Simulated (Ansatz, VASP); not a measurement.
## Two plane-wave programs on MgSi2N2

INCAR

```
SYSTEM = MgSi2N2
PREC     = Accurate       ! precision mode
ENCUT    = 520            ! plane-wave cutoff, eV
EDIFF    = 1E-6           ! SCF threshold, eV
ISMEAR   = 0              ! smearing method
SIGMA    = 0.1            ! smearing width, eV
LREAL    = .False.        ! projectors in reciprocal space
LASPH    = .True.         ! aspherical terms in the spheres
NELM     = 60             ! most SCF steps
ALGO     = Normal         ! electronic algorithm
ISIF     = 2              ! what is computed and relaxed
LWAVE    = .False.        ! write WAVECAR
LCHARG   = .True.         ! write CHGCAR
GGA      = PE             ! functional
LELF     = .True.         ! ELF
LVHAR    = .True.       
NBANDS   = 18             ! bands
```

The input KPOINTS:

```
regular mesh
0
Gamma
  6 6 6
  0 0 0
```

The input POSCAR:

```
MgSi2N2
1.0
   -1.9175936900      2.4621108900      3.8771361800
    1.9175936900     -2.4621108900      3.8771361800
    1.9175936900      2.4621108900     -3.8771361800
Mg Si N
1 2 2
Direct
    0.0000000000      0.0000000000      0.0000000000
    0.7011385100      0.2011385100      0.5000000000
    0.2988614900      0.7988614900      0.5000000000
    0.7411906800      0.5000000000      0.2411906800
    0.2588093200      0.5000000000      0.7588093200
```

Input for Ansatz:

```yaml
crystal:
  lattice:
    - [-1.91759369, 2.46211089, 3.87713618]
    - [1.91759369, -2.46211089, 3.87713618]
    - [1.91759369, 2.46211089, -3.87713618]
  atoms:
    - { symbol: Mg, position: [0.0, 0.0, 0.0] }
    - { symbol: Si, position: [0.70113851, 0.20113851, 0.5] }
    - { symbol: Si, position: [0.29886149, 0.79886149, 0.5] }
    - { symbol: "N", position: [0.74119068, 0.5, 0.24119068] }
    - { symbol: "N", position: [0.25880932, 0.5, 0.75880932] }
basis:
  ecutwfc: 420
kpoints:
  mp_grid: { grid: [6, 6, 6] }
hamiltonian:
  xc: pbe
scf:
  occupations: { method: gaussian, width: 0.1 }
  lower_state_search: "off"
output:
  forces: true
  stress: true
  eigenvalues: true
```

Change from the starting cell: species swapped into the Nd2AlNi2 type (Immm, No. 71).

Alike in both runs: task single point; functional PBE; k mesh 6 × 6 × 6; occupations gaussian, width 0.1 eV; no spin polarisation.

```csv
,VASP,Ansatz
version,VASP 6.6.1,Ansatz 0.2.0
potentials or method,"VASP PAW PBE potentials, release 64 (Mg, Si, N)","scalar-relativistic, plane waves, PAW"
plane-wave cutoff (eV),520,420
valence electrons in the cell,20,28
```

|  | VASP | Ansatz | Ansatz less VASP |
| --- | --- | --- | --- |
| gap on the k mesh at the Fermi level (eV) | none | none | - |
| pressure (GPa) | -11.6 | -11.4 | +0.15 |
| largest component of the traceless stress (GPa) | 8.38 | 8.33 | -0.047 |
| rms of the force components (eV/Å) | 0.219 | 0.217 | -0.0023 |

Atom by atom the forces differ by 0.003 eV/Å (rms over components). A gap of «none» marks a metal or a gap that the smearing closes. The two sets of potentials don't hold the same shells in valence.
